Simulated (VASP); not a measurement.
GaCo, 2 atoms in the cell. The structure is cubic, space group Pm-3m (No. 221). Conventional cell: a = 2.883 Å, b = 2.883 Å, c = 2.883 Å, α = 90.00°, β = 90.00°, γ = 90.00°. Ga (site symmetry m-3m) is surrounded by 8 Co at 2.50 Å. Co (site symmetry m-3m) is surrounded by 8 Ga at 2.50 Å. 

```yaml
Program: VASP 6.6.1
Task: single point
Functional: revPBE
Potentials_or_basis: VASP PAW PBE potentials, release 64 (Ga_d, Co)
Cutoff: 520 eV
k_mesh: 16 × 16 × 16
Occupations: gaussian, width 0.15 eV
Spin: no spin polarisation
Dipole_correction: no
Further_INCAR_settings: ALGO = Normal; EDIFF = 1e-07; NBANDS = 18
```

Potentials or basis: VASP PAW PBE potentials, release 64 (Ga_d, Co).

Launch:

```sh
$ cat potpaw_PBE.64/Ga_d/POTCAR potpaw_PBE.64/Co/POTCAR > POTCAR
$ mpirun -np 1 vasp_std > vasp.out
```

Hardware: 1 thread of Intel(R) Xeon(R) Platinum 8488C (Sapphire Rapids) (shared host).

Q: How long does it take, and how much memory?

A: It took 29 s on 1 thread of Intel(R) Xeon(R) Platinum 8488C (Sapphire Rapids), on a shared host, peak memory 0.19 GiB. Counts: scf iterations 14, k points 165.
